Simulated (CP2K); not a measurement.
# MoS2 (P-3m1) in CP2K: reference runs, part 2 of 2

CP2K 2026.2.

## (3) Single point, PBE (atoms moved at random, drawn with an rms of 0.05 Å)

File mos2_scf.inp:

```
&GLOBAL
  PROJECT mos2_scf
  RUN_TYPE ENERGY_FORCE
  PRINT_LEVEL LOW
&END GLOBAL
&FORCE_EVAL
  METHOD QS
  STRESS_TENSOR ANALYTICAL
  &DFT
    BASIS_SET_FILE_NAME BASIS_MOLOPT_UZH
    POTENTIAL_FILE_NAME POTENTIAL_UZH
    &MGRID
      CUTOFF 450
      REL_CUTOFF 60
      NGRIDS 4
    &END MGRID
    &QS
      METHOD GPW
      EPS_DEFAULT 1.0E-10
    &END QS
    &KPOINTS
      SCHEME MONKHORST-PACK 9 9 4
      GAMMA_CENTERED T
      SYMMETRY T
      SYMMETRY_BACKEND SPGLIB
    &END KPOINTS
    &SCF
      SCF_GUESS ATOMIC
      EPS_SCF 1.0E-6
      MAX_SCF 100
      ADDED_MOS 15
      CHOLESKY OFF
      EPS_EIGVAL 1.0E-7
      &DIAGONALIZATION ON
        ALGORITHM STANDARD
      &END DIAGONALIZATION
      &MIXING ON
        METHOD BROYDEN_MIXING
        ALPHA 0.4
        BETA 1.5
        NBUFFER 8
      &END MIXING
      &SMEAR ON
        METHOD FERMI_DIRAC
        ELECTRONIC_TEMPERATURE [K] 580.226
      &END SMEAR
    &END SCF
    &XC
      &XC_FUNCTIONAL PBE
      &END XC_FUNCTIONAL
    &END XC
    &PRINT
      &KPOINTS ON
      &END KPOINTS
      &MULLIKEN ON
      &END MULLIKEN
      &MO ON
        ENERGIES T
        OCCUPATION_NUMBERS T
        &EACH
          QS_SCF 0
        &END EACH
        ADD_LAST NUMERIC
      &END MO
      &LOWDIN ON
      &END LOWDIN
      &HIRSHFELD ON
        SHAPE_FUNCTION DENSITY
      &END HIRSHFELD
    &END PRINT
  &END DFT
  &SUBSYS
    &CELL
      A 3.2274645616 0.0000000000 0.0000000000
      B -1.6137322808 2.7950663001 0.0000000000
      C 0.0000000000 0.0000000000 6.3124734200
      PERIODIC XYZ
    &END CELL
    &COORD
      SCALED
      Mo  -0.0059710000 -0.0182670000 0.4992970000
      S   0.6556410000 0.3222370000 0.7482370000
      S   0.3338080000 0.6868770000 0.2525640000
    &END COORD
    &KIND Mo
      BASIS_SET TZVP-MOLOPT-PBE-GTH-q14
      POTENTIAL GTH-PBE-q14
    &END KIND
    &KIND S
      BASIS_SET TZVP-MOLOPT-PBE-GTH-q6
      POTENTIAL GTH-PBE-q6
    &END KIND
    &PRINT
      &ATOMIC_COORDINATES ON
      &END ATOMIC_COORDINATES
      &CELL ON
      &END CELL
    &END PRINT
  &END SUBSYS
  &PRINT
    &FORCES ON
    &END FORCES
    &STRESS_TENSOR ON
    &END STRESS_TENSOR
  &END PRINT
&END FORCE_EVAL
```

Potentials or basis: POTENTIAL_UZH Mo GTH-PBE-q14, S GTH-PBE-q6; TZVP-MOLOPT-PBE-GTH basis.

On the command line:

```bash
OMP_NUM_THREADS=1 cp2k.psmp -i mos2_scf.inp -o mos2_scf.out
```

mos2_scf.out:

```text

 CP2K| version string:                                       CP2K version 2026.2
 CP2K| Input file name                                              mos2_scf.inp

 GLOBAL| Force Environment number                                              1
 GLOBAL| Basis set file name                                    BASIS_MOLOPT_UZH
 GLOBAL| Potential file name                                       POTENTIAL_UZH
 GLOBAL| MM Potential file name                                     MM_POTENTIAL
 GLOBAL| Coordinate file name                                      __STD_INPUT__
 GLOBAL| Method name                                                        CP2K
 GLOBAL| Project name                                                   mos2_scf
 GLOBAL| Run type                                                   ENERGY_FORCE
 GLOBAL| FFT library                                                       FFTW3
 GLOBAL| Diagonalization library                                       ScaLAPACK
 GLOBAL| Cholesky decomposition library                                ScaLAPACK
 GLOBAL| DGEMM library                                                      BLAS
 GLOBAL| Direct generalized diagonalization requested                          F
 GLOBAL| Matrix multiplication library                                 ScaLAPACK
 GLOBAL| Global print level                                                  LOW
 GLOBAL| Total number of message passing processes                             1
 GLOBAL| Number of threads for this process                                    1
 GLOBAL| CPU model name           Intel(R) Xeon(R) Platinum 8259CL CPU @ 2.50GHz

 CELL| Volume [angstrom^3]:                                            56.944680
 CELL| Vector a [angstrom]:       3.227     0.000     0.000   |a| =     3.227465
 CELL| Vector b [angstrom]:      -1.614     2.795     0.000   |b| =     3.227465
 CELL| Vector c [angstrom]:       0.000     0.000     6.312   |c| =     6.312473
 CELL| Angle (b,c), alpha [degree]:                                    90.000000
 CELL| Angle (a,c), beta  [degree]:                                    90.000000
 CELL| Angle (a,b), gamma [degree]:                                   120.000000
 CELL| Numerically orthorhombic:                                              NO
 CELL| Periodicity                                                           XYZ

 CELL_REF| Volume [angstrom^3]:                                        56.944680
 CELL_REF| Vector a [angstrom     3.227     0.000     0.000   |a| =     3.227465
 CELL_REF| Vector b [angstrom    -1.614     2.795     0.000   |b| =     3.227465
[... 168 lines left out ...]
 MO|      3              -1.018927             -27.726413               2.000000
 MO|      4              -1.014440             -27.604309               2.000000
 MO|      5              -0.183707              -4.998925               2.000000
 MO|      6              -0.161412              -4.392257               2.000000
[... 462 lines left out ...]
 MO|     27               0.906640              24.670938               0.000000
 MO|     28               0.960065              26.124684               0.000000
 MO| Sum:                                                              25.999999
 MO| E(Fermi):            0.300533 a.u.          8.177923 eV

 [... the levels of further k-points ...]

 !-----------------------------------------------------------------------------!
                     Mulliken Population Analysis

 #  Atom  Element  Kind  Atomic population                           Net charge
       1     Mo       1         14.264330                             -0.264330
       2     S        2          5.869463                              0.130537
       3     S        2          5.866207                              0.133793
 # Total charge                             26.000000                  0.000000

 !-----------------------------------------------------------------------------!

 !-----------------------------------------------------------------------------!
                           Hirshfeld Charges

  #Atom  Element  Kind  Ref Charge     Population                    Net charge
      1       Mo     1      14.000         13.750                         0.250
      2       S      2       6.000          6.125                        -0.125
      3       S      2       6.000          6.125                        -0.125

  Total Charge                                                            0.000
 !-----------------------------------------------------------------------------!

 LOWDIN POPULATION ANALYSIS

 #  Atom  Element  Kind  Atomic population                           Net charge
       1     Mo       1         15.716227                             -1.716227
       2     S        2          5.145499                              0.854501
       3     S        2          5.138274                              0.861726
 # Total charge                             26.000000                  0.000000

 ENERGY| Total FORCE_EVAL ( QS ) energy [hartree]            -88.312652909522356

 FORCES| Atomic forces [hartree/bohr]
 FORCES|   Atom     x               y               z               |f|
 FORCES|      1 -5.16672031E-03  7.55953936E-03  5.26722049E-03   1.05633918E-02
 FORCES|      2  1.04819608E-03  2.61486392E-03  2.99727418E-04   2.83303104E-03
 FORCES|      3  4.11905875E-03 -1.01747047E-02 -5.56454448E-03   1.23067224E-02
 FORCES| Sum     5.34518493E-07 -3.01389219E-07  2.40342994E-06
 FORCES| Total atomic force                                       2.48052837E-06

 STRESS| Analytical stress tensor [bar]
 STRESS|                        x                   y                   z
 STRESS|      x        1.39635318648E+04  -4.45757682083E+03  -6.76455456583E+03
 STRESS|      y       -4.45757682083E+03  -5.84704699389E+03   2.80448592905E+04
 STRESS|      z       -6.76455456583E+03   2.80448592905E+04   1.72920082235E+04
 STRESS| 1/3 Trace                                             8.46949769813E+03
 STRESS| Determinant                                          -1.07790618715E+13

 STRESS| Eigenvectors and eigenvalues of the analytical stress tensor [bar]
 STRESS|                        1                   2                   3
 STRESS| Eigenvalues  -2.46151771568E+04   1.13118782945E+04   3.87117919568E+04
 STRESS|      x          -0.001537372862      0.950378111452     -0.311093365017
 STRESS|      y           0.830956362003      0.174286785284      0.528332888359
 STRESS|      z          -0.556335475169      0.257692766193      0.789990681793
```

Run time: 81 s. Hardware: 1 thread of Intel Xeon Platinum 8259CL at 2.50GHz (Skylake/Cascade Lake), shared host; peak memory 0.45 GiB.

What came out:

| Item | Value |
| --- | --- |
| Free energy | -2403.1095 eV |
| Pressure | 0.8 GPa |
| Largest force | 0.633 eV/Å |
| Band gap on the k mesh | none (metal or under the smearing width) |
| Mulliken charges | Mo -0.26; S +0.13 e |
| Hirshfeld charges | Mo +0.25; S -0.12 e |

Forces on the atoms (eV/Å):
```
Mo  -0.266  0.389  0.271
S    0.054  0.134  0.015
S    0.212 -0.523 -0.286
```

Stress tensor (GPa, compression positive):
```
 1.40 -0.45 -0.68
-0.45 -0.58  2.80
-0.68  2.80  1.73
```

Caveat: Mulliken charges move with the basis; the basis of atomic orbitals isn't converged, which shifts pressures, moduli and gaps.
